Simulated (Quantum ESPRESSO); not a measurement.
Hf under changes of volume

One of the cells (21.939 Å³/atom); the others are scaled copies at fixed shape and fractional positions:

```
CELL_PARAMETERS angstrom
4.96233 0.00000 0.00000
-2.48116 4.29750 0.00000
0.00000 0.00000 3.08623
ATOMIC_POSITIONS crystal
Hf 0.00000 0.00000 0.00000
Hf 0.33333 0.66667 0.50000
Hf 0.66667 0.33333 0.50000
```

This isn't the form of Hf at room conditions, which is hcp.

```yaml
Program: Quantum ESPRESSO 7.5
Functional: PBEsol
Potentials_or_basis: GBRV 1.5 PBEsol
Cutoff: 612 eV
Density_cutoff: 4898 eV
k_mesh: 6 × 6 × 9
Occupations: fermi-dirac, width 0.05 eV
Spin: no spin polarisation
```

| volume (Å³/atom) | energy over the lowest point (meV/atom) | pressure (GPa) |
| --- | --- | --- |
| 20.622 | ? | ? |
| 21.061 | 3.04 | 2.0 |
| 21.500 | 0.00 | -0.4 |
| 21.939 | 3.35 | -2.6 |
| 22.377 | 12.56 | -4.6 |
| 22.816 | 27.10 | -6.5 |
| 23.255 | 46.52 | -8.2 |

Q: What does the run at 20.622 Å³/atom give?

A: Energy over the lowest point 12.98 meV/atom; pressure 4.7 GPa.

Worked out: A Birch-Murnaghan fit of order 3 (a polynomial in V^(-2/3)) to the other rows has its minimum at 21.48 Å³/atom with B0 = V·E''(V) = 115 GPa and B' = 3.5 at fixed shape and positions, which overstates the stiffness. It gives 13.13 meV/atom at 20.622 Å³/atom, against the run's 12.98, and -dE/dV = 5.0 GPa, against 4.7.

Energies are extrapolated to zero smearing.
